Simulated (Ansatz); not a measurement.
Runs of Ansatz 0.2.0 on AlN. The structure is cubic, space group F-43m (No. 216). Conventional cell: a = 4.368 Å, b = 4.368 Å, c = 4.368 Å, α = 90.00°, β = 90.00°, γ = 90.00°. Around Al (site symmetry -43m) lie 4 N at 1.89 Å. Around N (site symmetry -43m) lie 4 Al at 1.89 Å. Measurements of this composition are mostly on another form, of space group No. 186.

```csv
task,level,potentials or basis,cutoff (eV),smearing,basis error allowed,gap on the mesh (eV),pressure (GPa)
band structure,BLYP,"all-electron LAPW, scalar-relativistic",378,fermi-dirac 0.05 eV,0.001 eV/atom,3.68,(a)
single point,PBE,"all-electron LAPW, scalar-relativistic",378,gaussian 0.016 eV,0.001 eV/atom,3.32,4.8
single point,PBE,"all-electron LAPW, scalar-relativistic",378,gaussian 0.022 eV,0.001 eV/atom,3.32,4.8
single point,PBE,"all-electron LAPW, scalar-relativistic",378,gaussian 0.05 eV,0.001 eV/atom,3.32,4.8
Born charges and dielectric tensor,LDA,all-electron PAW datasets made for the crystal,400,fixed,-,3.24,-
```

Alike in all rows: no spin polarisation; cell as given; k mesh 10 × 10 × 10.

Problem. Estimate the missing entries.

Solution. (a) 7.9.

Caveats: the program warned that the printed levels may be off, so bands, gaps and densities of states are rough (some runs).

A k mesh can miss the band edges.

The runs don't all hold the same shells in valence.
